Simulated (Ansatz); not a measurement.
# In: computed properties

These are results of Ansatz, DFT PBE, scalar-relativistic, plane waves, PAW, not measurements.

Cutoff 420 eV; k points 16×16×16 on the computed 1-atom cell (Γ-centred); Gaussian smearing, width 0.10 eV; no spin polarisation.

The structure is relaxed at this level of theory with its symmetry kept. This bcc form isn't the element's structure at ambient conditions.

Space group Im-3m (No. 229). a = 3.819 Å, b = 3.819 Å, c = 3.819 Å, α = 90.00°, β = 90.00°, γ = 90.00°
| atom | site | symmetry | x | y | z |
| --- | --- | --- | --- | --- | --- |
| In | 2a | m-3m | 0.0000 | 0.0000 | 0.0000 |

Question: Formation energy from the elements' standard states (uncorrected)?

Answer: +0.012 eV/atom.

Question: Density of states at the Fermi level?

Answer: 0.47 states/eV per cell.

Question: Löwdin character within 0.5 eV of the Fermi level?

Answer: In 5p 72 %, In 5s 26 %.

Question: Bulk modulus?

Answer: 34 GPa.

Question: Its pressure derivative?

Answer: 4.6.

Question: Bader charges (e)?

Answer: In (1 in the cell) 0.00.